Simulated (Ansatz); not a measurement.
# HfO2 (P2_1/c) in Ansatz: single point with PBE

Aim: the single point of HfO2 with PBE.

Program: Ansatz 0.2.0. These are calculated values, not measurements. Logs are shortened: lines on timing, memory, paths and dates and some standing lists are left out, and cuts for length are marked.

### Step 1. The cell of the first run

Symmetry: P2_1/c, No. 14, monoclinic system. The conventional cell has a = 4.913 Å, b = 4.978 Å, c = 5.279 Å, α = 90.00°, β = 98.98°, γ = 90.00°. Hf (site symmetry 1) has 7 O at 1.96 to 2.21 Å as nearest neighbours. O (site symmetry 1) is surrounded by 3 Hf at 1.96 to 2.11 Å. O (site symmetry 1) is surrounded by 4 Hf at 2.09 to 2.21 Å.

### Step 2. Single point, PBE (strained by -4 %)

The input, input.yaml:

```yaml
crystal:
  lattice:
    - [4.91328, 0.0, 0.0]
    - [0.0, 4.978272, 0.0]
    - [-0.8243165374, 0.0, 5.2138671406]
  atoms:
    - { symbol: Hf, position: [0.2755, 0.4603, 0.708] }
    - { symbol: Hf, position: [0.7245, 0.9603, 0.792] }
    - { symbol: Hf, position: [0.7245, 0.5397, 0.292] }
    - { symbol: Hf, position: [0.2755, 0.0397, 0.208] }
    - { symbol: O, position: [0.0742, 0.1684, 0.8467] }
    - { symbol: O, position: [0.9258, 0.6684, 0.6533] }
    - { symbol: O, position: [0.9258, 0.8316, 0.1533] }
    - { symbol: O, position: [0.0742, 0.3316, 0.3467] }
    - { symbol: O, position: [0.4487, 0.7419, 0.9801] }
    - { symbol: O, position: [0.5513, 0.2419, 0.5199] }
    - { symbol: O, position: [0.5513, 0.2581, 0.0199] }
    - { symbol: O, position: [0.4487, 0.7581, 0.4801] }
hamiltonian:
  xc: pbe
  pseudopotentials: { kind: paw }
kpoints:
  mp_grid: { grid: [4, 4, 4] }
scf:
  occupations: { method: fermi_dirac, width: 0.05 }
output:
  forces: true
  stress: true
  eigenvalues: true
```

Potentials or basis: Ansatz PAW.

Command:

```
> ansatz run input.yaml --threads 4 --pin off --max-ram 11264MiB --backend cpu --events-out ev --progress --plain --runs-dir out
```

Standard output:

```text
Warning: RAYON_NUM_THREADS=4 ignored (pool sized by the plan → 4); use --threads N
Engine: ansatz 0.2.0, aarch64-unknown-linux-gnu
Pseudopotentials: kind: paw
Pseudopotential: Hf, paw, valence charge 26, recommended cutoff 420 eV (normal), Hf.paw.azcp
Pseudopotential: O, paw, valence charge 6, recommended cutoff 420 eV (normal), O.paw.azcp
Functional definition: PBE
  parameter kappa = 0.804
  parameter beta = 0.06672455060314922
  exchange = pbe_x(kappa = kappa, mu = beta*pi^2/3)
  correlation = pbe_c(beta = beta)
Crystal: 12 atoms, lattice volume = 127.529 Å³
Basis set: ecut = 420 eV, 2475 PW (Γ), exchange–correlation on 72×72×72 points (8 copies of the dense FFT grid, shifted against one another)
Bands: 92, of which v1, the nominal top of the filled ones, is band 76 counted from 1 (75 counted from 0)
Symmetry: 4 space group operations
Space group: P21/c (ITA 14), of the structure as read, at distance tolerance 5.0e-5 Å
k-points: 30 of 64
Non-local potential: Hf, projectors of the file, l = 0: 3, l = 1: 2, l = 2: 2, l = 3: 3
Non-local potential: O, projectors of the file, l = 0: 2, l = 1: 2, l = 2: 1
PAW form: soft (Blöchl's): semilocal exchange-correlation on the pseudo side does not see the compensation charge
PAW one-centre angular grid: Hf, 590 points (default); XC on 64 Gauss nodes
PAW one-centre angular grid: O, 110 points (default); XC on 64 Gauss nodes
Initial density: superposition of atomic densities (neutral atoms: chi_scale 0, normalization atom), corrected by the library's trained network
Initial wavefunctions: pseudopotential atomic-orbital guess
Functional: x = pbe(κ = 0.804, μ = 0.2195149727645171), c = pbe(β = 0.06672455060314922)
SCF iter   1: F=—  HF=-67445.305930 eV  |F-HF|=—  |Δ(HF+E_count)|=         —  Δρ=3.38e-3  dr2=4.71e-3  ethr=1.77e-3  ⟨swp⟩=5.9  Hψ=8687  notcnv=0  defer=73
preconditioner: auto → Resta (q_TF=auto, 2.809 Å⁻¹)  ε∞=5.5  [insulator: Δε(μ)=4.404 eV  Ē_g=18.592 eV  σ=0.050 eV  W_gap=1.00  n_scr=44 (ndim 8)  ℏωp=39.5 eV  f_vac=0.065  D(μ)=0.00/eV (n_scr^D=0)  ε∞_Penn≈5.5]
SCF iter   2: F=—  HF=-67445.306039 eV  |F-HF|=—  |Δ(HF+E_count)|=   1.09e-4  Δρ=1.79e-3  dr2=1.41e-3  ethr=3.10e-6  ⟨swp⟩=2.1  Hψ=5263  notcnv=0  defer=107
SCF iter   3: F=—  HF=-67445.306788 eV  |F-HF|=—  |Δ(HF+E_count)|=   7.49e-4  Δρ=5.43e-4  dr2=2.74e-4  ethr=9.30e-7  ⟨swp⟩=2.0  Hψ=4257  notcnv=0  defer=14
automatic band count: iteration 3 solves 88 bands in place of 92: the levels show a gap, and the empty bands left out lie too high to hold charge; the band table lists the bands solved (type scf.n_extra_bands for more)
SCF iter   4: F=—  HF=-67445.306787 eV  |F-HF|=—  |Δ(HF+E_count)|=   7.48e-7  Δρ=1.23e-4  dr2=1.71e-5  ethr=1.80e-7  ⟨swp⟩=2.0  Hψ=4272  notcnv=0  defer=14
SCF iter   5: F=—  HF=-67445.306784 eV  |F-HF|=—  |Δ(HF+E_count)|=   3.33e-6  Δρ=3.60e-5  dr2=2.02e-6  ethr=1.12e-8  ⟨swp⟩=2.0  Hψ=4737  notcnv=0  defer=14
SCF iter   6: F=—  HF=-67445.306785 eV  |F-HF|=—  |Δ(HF+E_count)|=   8.79e-7  Δρ=1.82e-5  dr2=3.81e-7  ethr=1.33e-9  ⟨swp⟩=2.0  Hψ=4737  notcnv=0  defer=14
SCF iter   7: F=—  HF=-67445.306785 eV  |F-HF|=—  |Δ(HF+E_count)|=   7.33e-8  Δρ=7.14e-6  dr2=5.89e-8  ethr=6.58e-11  ⟨swp⟩=9.6  Hψ=12599  notcnv=0
SCF iter   8: F=-67445.306785 eV  HF=-67445.306785 eV  |F-HF|=1.05e-9  |Δ(HF+E_count)|=   3.14e-8  Δρ=3.51e-6  dr2=1.54e-8  ethr=3.88e-11  ⟨swp⟩=4.6  Hψ=9442  notcnv=0
SCF 1 converged in 8 iterations: F = -67445.306785 eV  dr2 = 1.54e-8
SCF converged after 8 iterations
Free energy (F): -67445.306785 eV
Harris-Foulkes:  -67445.306785 eV  (|F-HF|=1.05e-9)
Internal energy: -67445.306785 eV  (E = F + TS)
E sigma→0 (E₀):  -67445.306785 eV
Fermi energy:    17.830610 eV
--- Per-component energies (eV) ---
  E_band       = 280.465997
  E_kinetic    = 3126.405276
  E_local      = -23667.782348  (includes V_loc(G=0)·N_el)
  E_nonlocal   = -4581.482217
  E_hartree    = 10920.293506
  E_xc         = -1801.258680
  E_vxc        = -1832.675946  (∫ρ·V_xc dr)
  E_paw        = -28983.906535  (= ΣΔE_a)
  E_vpaw       = 5395.402480  (= ΣTr[D̂ρ^β])
  E_aug_tail   = 0.020076  (compensation charges beyond the density's cutoff)
  E_ewald      = -22457.595864
  E_smearing   = -0.000000  (= −TS)
  E_closure    = -0.000000  (closes the sum)
  Σ components = -67445.306785   (vs F -67445.306785, Δ=0.00e0)
--- Forces (eV/Å), atoms counted from 1 ---
  atom   1  Hf     1.01707911     0.27190704     0.33021935
  atom   2  Hf    -1.01707911     0.27190704    -0.33021935
  atom   3  Hf    -1.01707911    -0.27190704    -0.33021935
  atom   4  Hf     1.01707911    -0.27190704     0.33021935
  atom   5  O     -0.47870768    -0.27642282    -0.08451152
  atom   6  O      0.47870768    -0.27642282     0.08451152
  atom   7  O      0.47870768     0.27642282     0.08451152
  atom   8  O     -0.47870768     0.27642282    -0.08451152
  atom   9  O     -0.64889985    -0.12546948    -0.10233303
  atom  10  O      0.64889985    -0.12546948     0.10233303
  atom  11  O      0.64889985     0.12546948     0.10233303
  atom  12  O     -0.64889985     0.12546948    -0.10233303
  max |Σ_I F_I| component: 1.67e-16 eV/Å
--- Stress (GPa, compression-positive) ---
       35.778230      -0.000000       1.998090
       -0.000000      35.591199      -0.000000
        1.998090      -0.000000      22.353369
  P = ⅓ Tr σ = 31.2409 GPa (312.409 kbar)
--- Band table (eV; the first three rows and the last of 30) ---
  k-point 0: bands = ["-44.1604", "-44.1291", "-44.1268", "-44.1235", "-13.5420", "-13.4822", "-13.4790", "-13.1768", "-13.0964", "-13.0653", "-12.9887", "-12.9330", "-12.9230", "-12.8836", "-12.8396", "-12.7527", "-2.7895", "-1.2568", "-1.1278", "-1.0696", "-0.5717", "-0.5232", "-0.2057", "-0.0625", "5.9935", "6.0061", "6.0123", "6.0130", "6.0149", "6.0266", "6.0404", "6.0412", "6.0414", "6.0471", "6.0507", "6.0522", "6.0526", "6.0570", "6.0574", "6.0610", "6.0643", "6.0680", "6.0759", "6.0795", "6.0803", "6.0852", "6.0927", "6.1006", "6.1082", "6.1339", "6.1454", "6.1751", "9.8387", "9.8969", "10.6600", "10.6760", "10.8552", "11.1560", "12.2047", "12.4313", "12.7083", "12.7290", "12.8439", "13.0523", "13.6518", "13.6637", "13.6996", "13.8235", "13.9110", "14.3957", "14.4523", "14.7441", "15.1290", "15.3914", "15.5235", "15.6109", "20.5331", "21.3498", "21.3661", "21.5280", "21.8937", "22.1797", "22.3688", "22.4376", "22.9613", "23.0015", "23.5516", "23.8457"]
  k-point 1: bands = ["-44.1562", "-44.1348", "-44.1252", "-44.1236", "-13.4901", "-13.4418", "-13.3990", "-13.2351", "-13.1782", "-13.0086", "-12.9790", "-12.9762", "-12.9230", "-12.8754", "-12.8505", "-12.8345", "-2.5078", "-1.1808", "-1.1734", "-1.0811", "-0.6421", "-0.5693", "-0.3546", "-0.1396", "5.9906", "6.0005", "6.0100", "6.0114", "6.0147", "6.0286", "6.0377", "6.0430", "6.0450", "6.0465", "6.0487", "6.0528", "6.0530", "6.0567", "6.0578", "6.0624", "6.0672", "6.0679", "6.0712", "6.0764", "6.0840", "6.0848", "6.0984", "6.1004", "6.1109", "6.1313", "6.1383", "6.1604", "10.0343", "10.2338", "10.7890", "10.9217", "11.2064", "11.3816", "11.9157", "12.1307", "12.1605", "12.8256", "12.8886", "13.1051", "13.2591", "13.4438", "13.6408", "13.8259", "14.1293", "14.1763", "14.3920", "14.8118", "14.9504", "15.3184", "15.3249", "15.4574", "20.6569", "21.0546", "21.3190", "21.7754", "22.0849", "22.2256", "22.7881", "22.7940", "22.9994", "23.2753", "23.4132", "23.8625"]
  k-point 2: bands = ["-44.1457", "-44.1457", "-44.1242", "-44.1242", "-13.3617", "-13.3617", "-13.3461", "-13.3461", "-13.1532", "-13.1532", "-12.9555", "-12.9555", "-12.9253", "-12.9253", "-12.8684", "-12.8684", "-1.8228", "-1.8228", "-1.0379", "-1.0379", "-0.5983", "-0.5983", "-0.3860", "-0.3860", "5.9896", "5.9896", "6.0111", "6.0111", "6.0238", "6.0238", "6.0375", "6.0375", "6.0431", "6.0431", "6.0510", "6.0510", "6.0552", "6.0552", "6.0645", "6.0645", "6.0670", "6.0670", "6.0715", "6.0715", "6.0861", "6.0861", "6.1108", "6.1108", "6.1219", "6.1219", "6.1298", "6.1298", "10.5637", "10.5637", "11.1063", "11.1063", "11.3585", "11.3585", "11.8295", "11.8295", "12.3043", "12.3043", "12.7044", "12.7044", "13.2777", "13.2777", "13.6291", "13.6291", "14.1524", "14.1524", "14.5784", "14.5784", "15.0550", "15.0550", "15.2653", "15.2653", "20.8673", "20.8673", "21.4541", "21.4541", "22.3436", "22.3436", "23.0049", "23.0049", "23.1888", "23.1888", "24.0953", "24.0953"]
  k-point 29: bands = ["-44.1389", "-44.1389", "-44.1310", "-44.1310", "-13.5114", "-13.5114", "-13.4722", "-13.4722", "-12.9744", "-12.9744", "-12.9156", "-12.9156", "-12.9003", "-12.9003", "-12.8235", "-12.8235", "-1.7923", "-1.7923", "-1.4167", "-1.4167", "-0.3541", "-0.3541", "-0.2536", "-0.2536", "6.0038", "6.0038", "6.0153", "6.0153", "6.0280", "6.0280", "6.0293", "6.0293", "6.0484", "6.0484", "6.0493", "6.0493", "6.0593", "6.0593", "6.0595", "6.0595", "6.0692", "6.0692", "6.0717", "6.0717", "6.0794", "6.0794", "6.0933", "6.0933", "6.1163", "6.1163", "6.1301", "6.1301", "10.8736", "10.8736", "11.1235", "11.1235", "11.3967", "11.3967", "11.8722", "11.8722", "12.7321", "12.7321", "12.9576", "12.9576", "13.2429", "13.2429", "13.3852", "13.3852", "14.0579", "14.0579", "14.3695", "14.3695", "14.6778", "14.6778", "14.9510", "14.9510", "20.6395", "20.6395", "21.3107", "21.3107", "21.9123", "21.9123", "22.2183", "22.2183", "23.3930", "23.3930", "23.4625", "23.4625"]
```

Wall time 7.2 s (4 threads of Arm Neoverse V1, shared host); peak memory 0.71 GiB.

Results:

* Free energy: -67445.3068 eV
* Pressure: 31.2 GPa
* Largest force: 1.103 eV/Å
* Band gap on the k mesh: 4.41 eV, indirect (least direct gap 4.56 eV)

Forces on the atoms (eV/Å):
```
Hf   1.017  0.272  0.330
Hf  -1.017  0.272 -0.330
Hf  -1.017 -0.272 -0.330
Hf   1.017 -0.272  0.330
O   -0.479 -0.276 -0.085
O    0.479 -0.276  0.085
O    0.479  0.276  0.085
O   -0.479  0.276 -0.085
O   -0.649 -0.125 -0.102
O    0.649 -0.125  0.102
O    0.649  0.125  0.102
O   -0.649  0.125 -0.102
```

Levels at points of the mesh, in eV from the valence-band top:
| k point | band 74 | band 75 | band 76 | band 77 | band 78 | band 79 |
| --- | --- | --- | --- | --- | --- | --- |
| (0.00, 0.00, 0.00) | -0.22 | -0.09 | 0.00 | 4.92 | 5.74 | 5.76 |
| (0.00, 0.00, -0.50) | -0.56 | -0.35 | -0.35 | 5.26 | 5.26 | 5.84 |
| (0.00, -0.50, 0.00) | -0.92 | -0.28 | -0.28 | 5.70 | 5.70 | 6.05 |
| (0.00, -0.50, -0.50) | -0.88 | -0.43 | -0.43 | 5.47 | 5.47 | 5.67 |
| (-0.50, 0.00, 0.00) | -0.57 | -0.41 | -0.15 | 4.41 | 5.57 | 5.58 |
| (-0.50, 0.00, -0.50) | -0.74 | -0.41 | -0.41 | 4.73 | 4.73 | 6.03 |
| (-0.50, -0.50, 0.00) | -1.01 | -0.64 | -0.64 | 5.35 | 5.35 | 5.64 |
| (-0.50, -0.50, -0.50) | -0.93 | -0.66 | -0.66 | 5.03 | 5.03 | 5.70 |

Caveat: the pressure holds a Pulay correction of +0.8 GPa for the finite cutoff; spin-orbit coupling is left out, which moves the levels of the heavy elements; forces of over 1 eV/Å show positions far from the minimum, so gaps and moduli don't describe the material at rest. A k mesh can miss the band edges.
